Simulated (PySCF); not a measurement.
An unknown gives this computed stick spectrum. Computed, not measured: PySCF, TDDFT wB97X-D/def2-SVPD, vertical, gas phase, core orbitals frozen in the response. Geometries: GFN2-xTB, one conformer each. The highest level found (9.21 eV, f 0.049 so far) is left out, since the window may have cut off a degenerate partner.

```json
{"state": "S1", "λ (nm)": "272.8", "f": "0.0000"}
{"state": "S2", "λ (nm)": "171.0", "f": "0.032"}
{"state": "S3", "λ (nm)": "144.0", "f": "0.024"}
{"state": "S4", "λ (nm)": "141.5", "f": "0.0030"}
{"state": "S5", "λ (nm)": "141.4", "f": "0.0003"}
{"state": "S6", "λ (nm)": "136.5", "f": "0.0006"}
{"state": "S7", "λ (nm)": "135.9", "f": "0.0015"}
```

Triplets computed (Tamm–Dancoff): 4.01, 6.22, 7.16 eV.

Question: Which candidate is it?
A. `CC(C)=O`
B. `OC1CC1`
C. `CP(C)(=O)O`

Answer: A. Its S1, at 4.55 eV, is the lowest among the candidates; the nearest of the others has S1 at 6.78 eV. S1 is HOMO→LUMO (98%). S1 has the pattern of n→π* at C=O. At the same level the other candidates give, for their lowest levels:
- `OC1CC1`: 183 nm (f 0.012); 163 nm (f 0.000); 155 nm (f 0.006); 153 nm (f 0.006); 149 nm (f 0.004); T1 6.60 eV; HOMO -9.07, LUMO 2.36 eV
- `CP(C)(=O)O`: 160 nm (f 0.064); 152 nm (f 0.066); 151 nm (f 0.014); 141 nm (f 0.023); 140 nm (f 0.008); T1 7.62 eV; HOMO -9.86, LUMO 2.00 eV

Orbitals of the list HOMO-3 to LUMO+2 that lie within 0.01 eV of each other are written together with a slash and their weights summed (≥ marks a lower bound); for degenerate orbitals outside that list single weights are arbitrary.
